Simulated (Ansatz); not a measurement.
Bi:

```
Bi
1.0
     3.23838    0.00000    0.00000
     0.00000    3.22164    0.00000
    -0.08045    0.00000    6.44389
Bi
2
Direct
  0.54425 0.00000 0.74958
  0.45575 0.00000 0.25042
```

This isn't the form of Bi at room conditions, which is rhombohedral.

Base run:

- Program: Ansatz 0.2.0
- Functional: PBEsol
- Potentials or basis: all-electron LAPW, scalar-relativistic
- Cutoff: 188 eV (chosen from the basis error)
- Basis error allowed: 0.001 eV/atom
- k mesh: 8 × 8 × 4
- Occupations: fermi-dirac, width 0.05 eV
- Spin: no spin polarisation

Its results: pressure -0.4 GPa; largest force 0.013 eV/Å.

Task: The run is repeated on the same cell with these changes: functional from PBEsol to PBE. What comes out?

Result: Pressure 2.2 GPa; largest force 0.017 eV/Å.

PBE binds less tightly than PBEsol, so the same cell stands under more pressure.
